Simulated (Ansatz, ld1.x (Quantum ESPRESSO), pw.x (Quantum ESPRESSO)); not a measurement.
**pw.x on fcc V: one setting changed**

Potential: norm-conserving Troullier–Martins (Kleinman–Bylander form), ld1.x (Quantum ESPRESSO) 7.5, PBEsol; core [Ar], reference 3d3 4s2 4p0; waves: 4s (bound): rc 3.08 bohr; 4p (bound, empty): rc 3.70 bohr; 3d (bound): rc 1.98 bohr; local part: all-electron potential smoothed inside 2.04 bohr (lloc = -2); core correction: none.

The reference run (k-mesh 15³, cutoffs 85/340 Ry, Fermi–Dirac 0.01 Ry, mixing_beta 0.4, conv_thr 1e-9, no spin) gives 1.73 GPa at 13.441 Å³/atom, where all-electron LAPW gives -0.24 GPa. This run, with its own iteration cap, changes conv_thr to 1e-06.

```
&control
  calculation='scf', prefix='x', pseudo_dir='./', outdir='./tmp', tstress=.true., disk_io='none'
/
&system
  ibrav=0, nat=1, ntyp=1, ecutwfc=85, ecutrho=340, nbnd=9,
  occupations='smearing', smearing='fd', degauss=0.01
/
&electrons
  conv_thr=1e-06, mixing_beta=0.4, electron_maxstep=60
/
ATOMIC_SPECIES
V 1.0 V.UPF
CELL_PARAMETERS angstrom
  0.00000000 1.88712439 1.88712439
  1.88712439 0.00000000 1.88712439
  1.88712439 1.88712439 0.00000000
ATOMIC_POSITIONS crystal
V 0.0000 0.0000 0.0000
K_POINTS automatic
15 15 15 0 0 0
```

```bash
pw.x < V.scf.in > V.scf.out
```

**Question.** How does the run end?

**Answer.** It converges in 6 iterations; the free energy moves by +0.0 meV/atom and the pressure by +0.00 GPa. The result is that of the reference run.

```
Message from routine setup:
     using ibrav=0 with symmetry is DISCOURAGED, use correct ibrav instead
     lattice parameter (alat)  =       5.0433  a.u.
     unit-cell volume          =      90.7044 (a.u.)^3
     number of electrons       =         5.00
     number of Kohn-Sham states=            9
     kinetic-energy cutoff     =      85.0000  Ry
     charge density cutoff     =     340.0000  Ry
     scf convergence threshold =      1.0E-06
     Exchange-correlation= PBESOL
     number of k points=   120  Fermi-Dirac smearing, width (Ry)=  0.0100
     iteration #  1     ecut=    85.00 Ry     beta= 0.40
     total energy              =     -12.29096442 Ry
     estimated scf accuracy    <       0.05743723 Ry
     iteration #  2     ecut=    85.00 Ry     beta= 0.40
     total energy              =     -12.29729617 Ry
     estimated scf accuracy    <       0.00253303 Ry
     iteration #  3     ecut=    85.00 Ry     beta= 0.40
     total energy              =     -12.29809543 Ry
     estimated scf accuracy    <       0.00034237 Ry
     iteration #  4     ecut=    85.00 Ry     beta= 0.40
     total energy              =     -12.29823254 Ry
     estimated scf accuracy    <       0.00002495 Ry
     iteration #  5     ecut=    85.00 Ry     beta= 0.40
     total energy              =     -12.29824064 Ry
     estimated scf accuracy    <       0.00000517 Ry
     iteration #  6     ecut=    85.00 Ry     beta= 0.40
     the Fermi energy is    11.0234 ev
!    total energy              =     -12.29824234 Ry
     estimated scf accuracy    <       0.00000004 Ry
     smearing contrib. (-TS)   =      -0.00749103 Ry
     The total energy is F=E-TS. E is the sum of the following terms:
     one-electron contribution =       6.72655175 Ry
     hartree contribution      =       0.68025467 Ry
     xc contribution           =      -3.62678004 Ry
     ewald contribution        =     -16.07077770 Ry
     convergence has been achieved in   6 iterations
          total   stress  (Ry/bohr**3)                   (kbar)     P=       17.23
     Message from routine punch:
     Nothing written, as per user request (disk_io='none')
```

The run took about 11 s on one core of a shared host (Neoverse-V1, 32 threads, 247 GiB, load 13).
